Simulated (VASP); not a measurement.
Hg: elastic constants with PW91+D4

The system is Hg.

```
CELL_PARAMETERS angstrom
3.46181 0.00000 0.00000
-1.73090 2.99802 0.00000
0.00000 0.00000 5.48755
ATOMIC_POSITIONS crystal
Hg 0.33333 0.66667 0.25000
Hg 0.66667 0.33333 0.75000
```

- Program: VASP 6.6.1
- Task: elastic constants
- Functional: PW91
- Dispersion: D4
- Potentials or basis: VASP PAW PBE potentials, release 64 (Hg)
- Cutoff: 600 eV
- k mesh: 7 × 7 × 4
- Occupations: methfessel-paxton, width 0.2 eV
- Spin: no spin polarisation
- Ions in elastic constants: relaxed
- Further INCAR settings: ALGO = Normal; EDIFF = 1e-08; IBRION = 6; POTIM = 0.015; NSW = 1; ISIF = 3

```yaml
Relaxed_volume: 26.22 Å³/atom
Relaxed_cell: a = 3.253 Å, b = 3.253 Å, c = 5.723 Å, α = 90.00°, β = 90.00°, γ = 120.00°
Space_group_after_relaxing_to_0.05_Å: P6_3/mmc (No. 194)
Voigt_bulk_modulus: 24 GPa
Highest_phonon_frequency_at_Γ: 69 cm⁻¹
Dispersion_energy_per_atom: -0.330 eV
```

Step by step:
```
step  energy change (eV)  largest force (eV/Å)  pressure (GPa)  volume (Å³)
   1              0.0000                0.0000           -0.47        56.95
   2             -0.0019                0.0000           -0.31        56.27
   3             -0.0044                0.0000            0.00        54.24
   4             -0.0046                0.0000            0.05        53.82
   5             -0.0046                0.0000            0.07        53.65
   6             -0.0051                0.0000            0.04        53.62
   7             -0.0053                0.0000            0.00        53.59
   8             -0.0053                0.0000           -0.08        53.52
   9             -0.0055                0.0000           -0.06        53.23
  10             -0.0059                0.0000            0.10        52.37
  11             -0.0059                0.0000            0.23        52.00
  12             -0.0059                0.0000            0.13        52.27
  13             -0.0059                0.0000            0.14        52.23
  14             -0.0060                0.0000            0.18        52.12
  15             -0.0061                0.0000            0.28        51.89
  16             -0.0062                0.0000            0.30        51.84
  17             -0.0064                0.0000            0.34        51.74
  18             -0.0069                0.0000            0.43        51.54
  19             -0.0079                0.0000            0.62        51.14
  20             -0.0063                0.0000            1.10        50.34
  21             -0.0082                0.0000            0.72        50.96
  22             -0.0082                0.0000            0.78        50.85
  23             -0.0085                0.0000            0.80        50.81
  24             -0.0086                0.0000            0.85        50.74
  25             -0.0090                0.0000            0.80        50.81
  26             -0.0100                0.0000            0.69        51.02
  27             -0.0116                0.0000            0.47        51.44
  28             -0.0131                0.0000            0.07        52.29
  29             -0.0131                0.0000            0.00        52.44
```

Final structure:
```xyz
2
Lattice="3.2527 0.0000 0.0000 -1.6264 2.8169 0.0000 0.0000 0.0000 5.7233" Properties=species:S:1:pos:R:3 pbc="T T T"
Hg    0.0000    1.8780    1.4308
Hg    1.6264    0.9390    4.2925
```

Phonon frequencies in cm⁻¹ (negative: imaginary):
| q point | frequencies |
| --- | --- |
| (0.000, 0.000, 0.000) | -16 -16 0 0 0 69 |

Elastic tensor in Voigt notation (GPa, in the Cartesian axes of the cell as first typed):
```
 45  23   8   0   0   0
 23  45   8   0   0   0
  8   8  47   0   0   0
  0   0   0 -12   0   0
  0   0   0   0 -12   0
  0   0   0   0   0  11
```

Clamped-ion elastic tensor (GPa):
```
 45  23   8   0   0   0
 23  45   8   0   0   0
  8   8  47   0   0   0
  0   0   0 -12   0   0
  0   0   0   0 -12   0
  0   0   0   0   0  11
```

Wall time 16 min on 1 thread of Intel(R) Xeon(R) Platinum 8488C (Sapphire Rapids), on a shared host, peak memory 0.25 GiB.

Caveat: some modes are imaginary; the elastic tensor has a negative eigenvalue, so either the cell is unstable as it stands or the mesh is too thin; the PAW data sets were made with another functional, which shifts forces and pressure a little. The run has no spin-orbit coupling, so splittings on Hg are missing.
